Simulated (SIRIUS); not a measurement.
Crystal: BaH2.

```
Ba H
1.0
     4.46203    0.00000    0.00000
    -2.23101    3.86423    0.00000
     0.00000    0.00000    6.05529
Ba H
2 4
Direct
  0.33333 0.66667 0.25000
  0.66667 0.33333 0.75000
  0.00000 0.00000 0.00000
  0.00000 0.00000 0.50000
  0.66667 0.33333 0.25000
  0.33333 0.66667 0.75000
```

The cell comes from a database or a generator and needn't be the stable form of this composition.

* Program: SIRIUS 7.12.0
* Task: single point
* Functional: PBEsol
* Potentials or basis: PseudoDojo 0.4.1 PBEsol standard (scalar relativistic)
* Cutoff: 983 eV
* Density cutoff: 3932 eV
* k mesh: 7 × 7 × 5
* Occupations: fermi-dirac, width 0.05 eV
* Spin: no spin polarisation

On this cell: pressure -2.0 GPa; largest force under 0.003 eV/Å; band gap on the k mesh 1.70 eV.

The same run follows on a disturbed copy (atoms moved at random, drawn with an rms of 0.05 Å):

```
Ba H
1.0
     4.46203    0.00000    0.00000
    -2.23101    3.86423    0.00000
     0.00000    0.00000    6.05529
Ba H
2 4
Direct
  0.33096 0.66817 0.25348
  0.66834 0.33550 0.75552
  0.99525 0.99406 0.99873
  0.99374 0.99517 0.49997
  0.66771 0.33421 0.25824
  0.32475 0.64893 0.74858
```

Problem. What changes?

Solution. The energy moves by +1.7 meV/atom; pressure -2.0 GPa; largest force 0.199 eV/Å; band gap on the k mesh 1.69 eV.

Forces in eV/Å, atoms in the order of the input:
```
Ba   0.052 -0.025  0.045
Ba  -0.019 -0.160 -0.098
H    0.006  0.001  0.039
H    0.012 -0.003  0.024
H   -0.044 -0.012 -0.026
H   -0.008  0.199  0.016
```

Stress tensor (GPa, compression positive):
```
-1.78  0.13  0.00
 0.13 -2.23  0.00
 0.00  0.00 -2.00
```

Caveats: this release of the barium file is off; spin-orbit coupling is left out, which moves the levels of the heavy elements; an odd mesh through Γ misses points on the zone boundary, where band edges often lie.
